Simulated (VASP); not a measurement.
Set up this calculation in VASP 6.6.1, as the native input.

```
Task                   : single point
Functional             : PBE
Potentials or basis    : VASP PAW PBE potentials, release 64 (C, N, H, O)
Cutoff                 : 520 eV
k mesh                 : 1 × 1 × 1
Occupations            : fermi-dirac, width 0.02 eV
Spin                   : no spin polarisation
Dipole correction      : no
Further INCAR settings : LREAL = Auto; ALGO = Normal; EDIFF = 1e-06; NBANDS = 67
```

The structure of H3C3NO2 lies in POSCAR:

```
H3C3NO2
1.0
    7.4476350000      0.0000000000      0.0000000000
    0.0000000000      7.4476350000      0.0000000000
    0.0000000000      0.0000000000      7.4476350000
C N H O
9 3 9 6
Direct
    0.9078855234      0.8578696459      0.4405962430
    0.7841549700      0.8978420666      0.5868037303
    0.3584493601      0.4084518105      0.3512390175
    0.2027892076      0.4366755353      0.4643621767
    0.3516015487      0.7327158219      0.7991127385
    0.2613312817      0.7360188838      0.9675151911
    0.4634894164      0.9174590323      0.3306955832
    0.6267224428      0.2577731052      0.8791381425
    0.1496716743      0.1755456598      0.8859053914
    0.7237868129      0.9390900601      0.7234377087
    0.0757690193      0.4626300832      0.5505774652
    0.1772911804      0.7392548104      1.1006312742
    1.0103878614      0.9689518888      0.4287132761
    0.9832383032      0.7225649485      0.4588705005
    0.8353524307      0.8371785137      0.3192020017
    0.4391729724      0.5338876032      0.3549717461
    0.4305125050      0.2855537362      0.3841487935
    0.2950332555      0.3823495647      0.2109394459
    0.4903570059      0.7982936865      0.7940238747
    0.3757971490      0.5950748123      0.7511646315
    0.2712807489      0.7874043237      0.6894134850
    0.5604597970      0.8389911697      0.2315500155
    0.3615107346      0.9992836652      0.4165483405
    0.6316636086      0.3211892097      0.7366499567
    0.6252723180      0.1933231153      1.0258961402
    0.0747754153      0.2323287863      1.0123347882
    0.2319931092      0.1120489927      0.7702445139
```

The cell was built by a generator and needn't be a form met in nature.

One way to write it, as run:

INCAR

```
PREC     = Accurate       # precision mode
ENCUT    = 520            # plane-wave cutoff, eV
EDIFF    = 1E-6           # SCF threshold, eV
ISMEAR   = -1             # smearing method
SIGMA    = 0.02           # smearing width, eV
LREAL    = Auto         
LASPH    = T              # aspherical terms in the spheres
NELM     = 100            # most SCF steps
ALGO     = Normal         # electronic algorithm
ISIF     = 2              # what is computed and relaxed
LWAVE    = F              # write WAVECAR
LCHARG   = F              # write CHGCAR
GGA      = PE             # functional
NBANDS   = 67             # bands
```

KPOINTS

```
regular mesh
0
Gamma
  1 1 1
```

Potentials or basis: VASP PAW PBE potentials, release 64 (C, N, H, O).

The run is started by

```console
$ cat potpaw_PBE.64/C/POTCAR potpaw_PBE.64/N/POTCAR potpaw_PBE.64/H/POTCAR potpaw_PBE.64/O/POTCAR > POTCAR
$ mpirun -np 1 vasp_gam > vasp.out
```

It gave:

| Item | Value |
| --- | --- |
| Pressure | 0.9 GPa |
| Largest force | 2.771 eV/Å |
| Band gap on the k mesh | 5.71 eV, direct |

Caveat: the standard files for N, O and F lose accuracy on very short bonds.

It took 42 s on 1 thread of Intel(R) Xeon(R) Platinum 8375C CPU @ 2.90GHz (Ice Lake), on a shared host, peak memory 0.39 GiB.
